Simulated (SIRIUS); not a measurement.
# SiO2 (P4_32_12) in SIRIUS: notebook

Runs on SiO2. Level: PBE. Tasks: single point.

Everything below comes from runs of SIRIUS 7.12.0. Logs are shortened: lines on timing, memory, paths and dates and some standing lists are left out, and cuts for length are marked. The log counts tension as positive stress, the text compression.

## 1. The crystal as given

Symmetry: P4_32_12, No. 96, tetragonal system. Conventional cell: a = 4.976 Å, b = 4.976 Å, c = 6.901 Å, α = 90.00°, β = 90.00°, γ = 90.00°. Si (site symmetry 2) is surrounded by 4 O at 1.61 Å. Around O (site symmetry 1) lie 2 Si at 1.61 Å.

The cell comes from a database or a generator and needn't be the stable form of this composition.

## 2. Single point, PBE

sirius.json

```json
{
  "control": {
    "processing_unit": "cpu",
    "verbosity": 2,
    "num_bands_to_print": 44,
    "print_forces": true,
    "print_stress": true
  },
  "parameters": {
    "electronic_structure_method": "pseudopotential",
    "xc_functionals": ["XC_GGA_X_PBE", "XC_GGA_C_PBE"],
    "gk_cutoff": 9.2,
    "pw_cutoff": 18.4,
    "ngridk": [3, 3, 2],
    "shiftk": [0, 0, 0],
    "smearing": "fermi_dirac",
    "smearing_width": 0.0018374661,
    "num_bands": 44,
    "num_mag_dims": 0,
    "num_dft_iter": 100,
    "energy_tol": 1e-08,
    "density_tol": 1e-06
  },
  "iterative_solver": {
    "type": "davidson",
    "min_tolerance": 1e-10
  },
  "mixer": {
    "type": "anderson",
    "beta": 0.7,
    "max_history": 8
  },
  "settings": {
    "tol_ne": 1e-10,
    "pseudo_grid_cutoff": 6.5
  },
  "unit_cell": {
    "lattice_vectors": [
      [1.0, 0.0, 0.0],
      [0.0, 1.0, 0.0],
      [0.0, 0.0, 1.386949301811]
    ],
    "lattice_vectors_scale": 9.4025001785,
    "atom_coordinate_units": "lattice",
    "atom_types": ["Si", "O"],
    "atom_files": {
      "O": "O.json",
      "Si": "Si.json"
    },
    "atoms": {
      "Si": [
        [0.80324656, 0.80324656, 0.5],
        [0.69675344, 0.30324656, 0.25],
        [0.30324656, 0.69675344, 0.75],
        [0.19675344, 0.19675344, 0.0]
      ],
      "O": [
        [0.76175763, 0.11038707, 0.43204156],
        [0.88961293, 0.23824237, 0.06795844],
        [0.11038707, 0.76175763, 0.56795844],
        [0.26175763, 0.38961293, 0.81795844],
        [0.23824237, 0.88961293, 0.93204156],
        [0.73824237, 0.61038707, 0.31795844],
        [0.38961293, 0.26175763, 0.18204156],
        [0.61038707, 0.73824237, 0.68204156]
      ]
    }
  }
}
```

Potentials or basis: SPMS 1.0 PBE (norm-conserving).

Run with:

```bash
$ upf_to_json 08_O_6_1.2_1.4_pbe_n_v1.0.upf
$ upf_to_json 14_Si_4_1.9_1.9_pbe_n_v1.0.upf
$ OMP_NUM_THREADS=4 sirius.scf --input=sirius.json --output=out.json --task=0
```

Standard output:

```text
[info] SIRIUS version : 7.12.0
[info] number of MPI ranks           : 1
[info] MPI grid                      : 1 1
[info] maximum number of OMP threads : 4
[fft] FFT context for density and potential
[fft] =====================================
[fft]   comm size                             : 1
[fft]   plane wave cutoff                     : 18.4
[fft]   grid size                             : 60 60 80   total : 288000
[fft]   grid limits                           : -29 30   -29 30   -39 40
[fft]   number of G-vectors within the cutoff : 60635
[fft]   local number of G-vectors             : 60635
[fft]   number of G-shells                    : 8460
[fft] FFT context for coarse grid
[fft] =====================================
[fft]   comm size                             : 1
[fft]   plane wave cutoff                     : 18.4
[fft]   grid size                             : 60 60 80   total : 288000
[fft]   grid limits                           : -29 30   -29 30   -39 40
[fft]   number of G-vectors within the cutoff : 60635
[fft]   local number of G-vectors             : 60635
[fft]   number of G-shells                    : 8460
[unit cell] lattice vectors
[unit cell]   a1 :       9.4025001785      0.0000000000      0.0000000000
[unit cell]   a2 :       0.0000000000      9.4025001785      0.0000000000
[unit cell]   a3 :       0.0000000000      0.0000000000     13.0407910578
[unit cell] reciprocal lattice vectors
[unit cell]   b1 :       0.6682462311      0.0000000000      0.0000000000
[unit cell]   b2 :       0.0000000000      0.6682462311      0.0000000000
[unit cell]   b3 :       0.0000000000      0.0000000000      0.4818101355
[unit cell] unit cell volume :      1152.89734033 [a.u.^3]
[unit cell] 1/sqrt(omega)    :         0.02945131
[unit cell] MT volume        :         0.00000000 ( 0.00%)
[unit cell] IT volume        :      1152.89734033 (100.00%)
[unit cell] number of atom types : 2
[unit cell] type id : 0 symbol : Si mt_radius :  15.230000 num_atoms : 4
[unit cell] type id : 1 symbol :  O mt_radius :   9.330000 num_atoms : 8
[unit cell] total number of atoms : 12
[unit cell] number of symmetry classes : 2
[unit cell] number of PAW atoms : 0
[unit cell] atom id  type id  class id             position                      vector_field
[unit cell] ------------------------------------------------------------------------------------------
[unit cell]      0        0        0      0.80325   0.80325   0.50000      0.00000   0.00000   0.00000
[unit cell]      1        0        0      0.69675   0.30325   0.25000      0.00000   0.00000   0.00000
[unit cell]      2        0        0      0.30325   0.69675   0.75000      0.00000   0.00000   0.00000
[unit cell]      3        0        0      0.19675   0.19675   0.00000      0.00000   0.00000   0.00000
[unit cell]      4        1        1      0.76176   0.11039   0.43204      0.00000   0.00000   0.00000
[unit cell]      5        1        1      0.88961   0.23824   0.06796      0.00000   0.00000   0.00000
[unit cell]      6        1        1      0.11039   0.76176   0.56796      0.00000   0.00000   0.00000
[unit cell]      7        1        1      0.26176   0.38961   0.81796      0.00000   0.00000   0.00000
[unit cell]      8        1        1      0.23824   0.88961   0.93204      0.00000   0.00000   0.00000
[unit cell]      9        1        1      0.73824   0.61039   0.31796      0.00000   0.00000   0.00000
[unit cell]     10        1        1      0.38961   0.26176   0.18204      0.00000   0.00000   0.00000
[unit cell]     11        1        1      0.61039   0.73824   0.68204      0.00000   0.00000   0.00000
[unit cell] atom id         position (Cartesian, a.u.)
[unit cell] ---------------------------------------------
[unit cell]      0       7.552526    7.552526    6.520396
[unit cell]      1       6.551224    2.851276    3.260198
[unit cell]      2       2.851276    6.551224    9.780593
[unit cell]      3       1.849974    1.849974    0.000000
[unit cell]      4       7.162426    1.037914    5.634164
[unit cell]      5       8.364586    2.240074    0.886232
[unit cell]      6       1.037914    7.162426    7.406627
[unit cell]      7       2.461176    3.663336   10.666825
[unit cell]      8       2.240074    8.364586   12.154559
[unit cell]      9       6.941324    5.739165    4.146430
[unit cell]     10       3.663336    2.461176    2.373966
[unit cell]     11       5.739165    6.941324    8.894361
[unit cell] class id : 0 atom id : 0 1 2 3
[unit cell] class id : 1 atom id : 4 5 6 7 8 9 10 11
[unit cell] minimum bond length:     3.045897
[unit cell] total number of pseudo wave-functions: 48
[sym] space group number   : 96
[sym] international symbol : P4_32_12
[... 388 lines left out ...]
[find] band gap (eV)                  :       5.76749965
[find] Efermi                         :       0.19568747
[ground_state] === stress tensor components [kbar] ===
[ground_state] === stress_kin ===
[ground_state] -16698.271660    0.000000    0.000000
[ground_state]     0.000000-16698.271660    0.000000
[ground_state]     0.000000    0.000000-16634.618134
[ground_state] === stress_har ===
[ground_state] -5146.089770    0.000000    0.000000
[ground_state]     0.000000-5146.089770    0.000000
[ground_state]     0.000000    0.000000-4978.053223
[ground_state] === stress_ewald ===
[ground_state]  6950.940123    0.000000    0.000000
[ground_state]     0.000000 6950.940123    0.000000
[ground_state]     0.000000    0.000000 6923.654337
[ground_state] === stress_vloc ===
[ground_state]  7315.589880    0.000000   -0.000000
[ground_state]     0.000000 7315.589880    0.000000
[ground_state]    -0.000000    0.000000 7120.830926
[ground_state] === stress_xc ===
[ground_state]  1304.341727    0.000000    0.000000
[ground_state]     0.000000 1304.341727    0.000000
[ground_state]     0.000000    0.000000 1302.903666
[ground_state] === stress_core ===
[ground_state]  1752.406608    0.000000    0.000000
[ground_state]     0.000000 1752.406608    0.000000
[ground_state]     0.000000    0.000000 1752.296923
[ground_state] === stress_nonloc ===
[ground_state]  4478.767209    0.000000   -0.000000
[ground_state]     0.000000 4478.767209    0.000000
[ground_state]    -0.000000    0.000000 4469.023360
[ground_state] === stress_us_nl ===
[ground_state]  4478.767209    0.000000   -0.000000
[ground_state]     0.000000 4478.767209    0.000000
[ground_state]    -0.000000    0.000000 4469.023360
[ground_state] === stress_total ===
[ground_state]   -42.315884    0.000000    0.000000
[ground_state]     0.000000  -42.315884    0.000000
[ground_state]     0.000000    0.000000  -43.962144
[ground_state] ==== total Forces in Ha/bohr =====
[ground_state] atom:    0, force:      -0.0006927     -0.0006927     -0.0000000
[ground_state] atom:    1, force:       0.0006927     -0.0006927      0.0000000
[ground_state] atom:    2, force:      -0.0006927      0.0006927     -0.0000000
[ground_state] atom:    3, force:       0.0006927      0.0006927      0.0000000
[ground_state] atom:    4, force:       0.0007514      0.0026557      0.0037391
[ground_state] atom:    5, force:      -0.0026557     -0.0007514     -0.0037391
[ground_state] atom:    6, force:       0.0026557      0.0007514     -0.0037391
[ground_state] atom:    7, force:       0.0007514     -0.0026557     -0.0037391
[ground_state] atom:    8, force:      -0.0007514     -0.0026557      0.0037391
[ground_state] atom:    9, force:      -0.0007514      0.0026557     -0.0037391
[ground_state] atom:   10, force:      -0.0026557      0.0007514      0.0037391
[ground_state] atom:   11, force:       0.0026557     -0.0007514      0.0037391
[ground_state] ==== ultrasoft contribution from Qij =====
[ground_state] atom:    0, force:       0.0000000      0.0000000      0.0000000
[ground_state] atom:    1, force:       0.0000000      0.0000000      0.0000000
[ground_state] atom:    2, force:       0.0000000      0.0000000      0.0000000
[ground_state] atom:    3, force:       0.0000000      0.0000000      0.0000000
[ground_state] atom:    4, force:       0.0000000      0.0000000      0.0000000
[ground_state] atom:    5, force:       0.0000000      0.0000000      0.0000000
[ground_state] atom:    6, force:       0.0000000      0.0000000      0.0000000
[ground_state] atom:    7, force:       0.0000000      0.0000000      0.0000000
[ground_state] atom:    8, force:       0.0000000      0.0000000      0.0000000
[ground_state] atom:    9, force:       0.0000000      0.0000000      0.0000000
[ground_state] atom:   10, force:       0.0000000      0.0000000      0.0000000
[ground_state] atom:   11, force:       0.0000000      0.0000000      0.0000000
[ground_state] ==== non-local contribution from Beta-projector =====
[ground_state] atom:    0, force:       0.0054882      0.0054882      0.0000000
[ground_state] atom:    1, force:      -0.0054882      0.0054882      0.0000000
[ground_state] atom:    2, force:       0.0054882     -0.0054882      0.0000000
[ground_state] atom:    3, force:      -0.0054882     -0.0054882      0.0000000
[ground_state] atom:    4, force:      -0.0512204     -0.2576034     -0.3493811
[ground_state] atom:    5, force:       0.2576034      0.0512204      0.3493811
[ground_state] atom:    6, force:      -0.2576034     -0.0512204      0.3493811
[ground_state] atom:    7, force:      -0.0512204      0.2576034      0.3493811
[ground_state] atom:    8, force:       0.0512204      0.2576034     -0.3493811
[ground_state] atom:    9, force:       0.0512204     -0.2576034      0.3493811
[ground_state] atom:   10, force:       0.2576034     -0.0512204     -0.3493811
[ground_state] atom:   11, force:      -0.2576034      0.0512204     -0.3493811
[ground_state] ==== contribution from local potential =====
[ground_state] atom:    0, force:      -0.0837275     -0.0837275      0.0000000
[ground_state] atom:    1, force:       0.0837275     -0.0837275      0.0000000
[ground_state] atom:    2, force:      -0.0837275      0.0837275     -0.0000000
[ground_state] atom:    3, force:       0.0837275      0.0837275      0.0000000
[ground_state] atom:    4, force:      -0.1718986     -0.8705393     -1.4174855
[ground_state] atom:    5, force:       0.8705393      0.1718986      1.4174855
[ground_state] atom:    6, force:      -0.8705393     -0.1718986      1.4174855
[ground_state] atom:    7, force:      -0.1718986      0.8705393      1.4174855
[ground_state] atom:    8, force:       0.1718986      0.8705393     -1.4174855
[ground_state] atom:    9, force:       0.1718986     -0.8705393      1.4174855
[ground_state] atom:   10, force:       0.8705393     -0.1718986     -1.4174855
[ground_state] atom:   11, force:      -0.8705393      0.1718986     -1.4174855
[ground_state] ==== contribution from core density =====
[ground_state] atom:    0, force:      -0.0003292     -0.0003292      0.0000000
[ground_state] atom:    1, force:       0.0003292     -0.0003292      0.0000000
[ground_state] atom:    2, force:      -0.0003292      0.0003292     -0.0000000
[ground_state] atom:    3, force:       0.0003292      0.0003292      0.0000000
[ground_state] atom:    4, force:       0.0012629      0.0063133      0.0085009
[ground_state] atom:    5, force:      -0.0063133     -0.0012629     -0.0085009
[ground_state] atom:    6, force:       0.0063133      0.0012629     -0.0085009
[ground_state] atom:    7, force:       0.0012629     -0.0063133     -0.0085009
[ground_state] atom:    8, force:      -0.0012629     -0.0063133      0.0085009
[ground_state] atom:    9, force:      -0.0012629      0.0063133     -0.0085009
[ground_state] atom:   10, force:      -0.0063133      0.0012629      0.0085009
[ground_state] atom:   11, force:       0.0063133     -0.0012629      0.0085009
[ground_state] ==== Ewald forces from ions =====
[ground_state] atom:    0, force:       0.0778758      0.0778758     -0.0000000
[ground_state] atom:    1, force:      -0.0778758      0.0778758      0.0000000
[ground_state] atom:    2, force:       0.0778758     -0.0778758     -0.0000000
[ground_state] atom:    3, force:      -0.0778758     -0.0778758      0.0000000
[ground_state] atom:    4, force:       0.2226076      1.1244851      1.7621048
[ground_state] atom:    5, force:      -1.1244851     -0.2226076     -1.7621048
[ground_state] atom:    6, force:       1.1244851      0.2226076     -1.7621048
[ground_state] atom:    7, force:       0.2226076     -1.1244851     -1.7621048
[ground_state] atom:    8, force:      -0.2226076     -1.1244851      1.7621048
[ground_state] atom:    9, force:      -0.2226076      1.1244851     -1.7621048
[ground_state] atom:   10, force:      -1.1244851      0.2226076      1.7621048
[ground_state] atom:   11, force:       1.1244851     -0.2226076      1.7621048
[~DFT_ground_state] local op. applied: 10822
[~DFT_ground_state] evp. work count: 992.021
[~DFT_ground_state] number of iterative solver steps: 360
```

Run time: 37 s. Hardware: 4 threads of Intel Xeon Platinum 8488C (Sapphire Rapids), shared host; peak memory 0.77 GiB.

What came out:

```
Free energy            : -4075.2760 eV
Pressure               : 4.3 GPa
Largest force          : 0.239 eV/Å
Band gap on the k mesh : 5.77 eV, direct
```

Forces on the atoms (eV/Å):
```
Si  -0.036 -0.036  0.000
Si   0.036 -0.036  0.000
Si  -0.036  0.036  0.000
Si   0.036  0.036  0.000
O    0.039  0.137  0.192
O   -0.137 -0.039 -0.192
O    0.137  0.039 -0.192
O    0.039 -0.137 -0.192
O   -0.039 -0.137  0.192
O   -0.039  0.137 -0.192
O   -0.137  0.039  0.192
O    0.137 -0.039  0.192
```

Caveat: the k mesh is coarse (spacing up to 0.46 Å⁻¹), so the values aren't converged.

## 3. Single point, PBE

Changes to sirius.json since step 2:

```diff
@@ -11,4 +11,4 @@
     "xc_functionals": ["XC_GGA_X_PBE", "XC_GGA_C_PBE"],
-    "gk_cutoff": 9.2,
-    "pw_cutoff": 18.4,
+    "gk_cutoff": 7.8,
+    "pw_cutoff": 22.1,
     "ngridk": [3, 3, 2],
@@ -33,4 +33,3 @@
   "settings": {
-    "tol_ne": 1e-10,
-    "pseudo_grid_cutoff": 6.5
+    "tol_ne": 1e-10
   },
@@ -38,7 +37,6 @@
     "lattice_vectors": [
-      [1.0, 0.0, 0.0],
-      [0.0, 1.0, 0.0],
-      [0.0, 0.0, 1.386949301811]
+      [9.40250017855, 0.0, 0.0],
+      [0.0, 9.40250017855, 0.0],
+      [0.0, 0.0, 13.040791057922]
     ],
-    "lattice_vectors_scale": 9.4025001785,
     "atom_coordinate_units": "lattice",
```

Potentials or basis: SSSP 1.3.0 PBE efficiency.

Run with:

```bash
$ upf_to_json O.pbe-n-kjpaw_psl.0.1.UPF
$ upf_to_json Si.pbe-n-rrkjus_psl.1.0.0.UPF
$ OMP_NUM_THREADS=4 sirius.scf --input=sirius.json --output=out.json --task=0
```

It took 56 s on 4 threads of Intel Xeon Platinum 8488C (Sapphire Rapids), shared host; peak memory 1.3 GiB.

The run converged. Its results:

```
Free energy            : -5174.3747 eV
Pressure               : 5.0 GPa
Largest force          : 0.304 eV/Å
Band gap on the k mesh : 5.73 eV, direct
```

Forces on the atoms (eV/Å):
```
Si  -0.037 -0.037  0.000
Si   0.037 -0.037  0.000
Si  -0.037  0.037  0.000
Si   0.037  0.037  0.000
O    0.045  0.175  0.245
O   -0.175 -0.045 -0.245
O    0.175  0.045 -0.245
O    0.045 -0.175 -0.245
O   -0.045 -0.175  0.245
O   -0.045  0.175 -0.245
O   -0.175  0.045  0.245
O    0.175 -0.045  0.245
```

Stress tensor (GPa, compression positive):
```
4.91 0.00 0.00
0.00 4.91 0.00
0.00 0.00 5.10
```

Levels at points of the mesh, in eV from the valence-band top:
| k point | band 30 | band 31 | band 32 | band 33 | band 34 | band 35 |
| --- | --- | --- | --- | --- | --- | --- |
| (0.00, 0.00, 0.00) | -0.31 | -0.31 | 0.00 | 5.73 | 8.83 | 8.83 |
| (0.00, 0.00, 0.50) | -0.55 | -0.39 | -0.39 | 7.00 | 7.00 | 9.42 |

Caveat: the k mesh is coarse (spacing up to 0.46 Å⁻¹), so the values aren't converged.

[end of part 1 of 2]
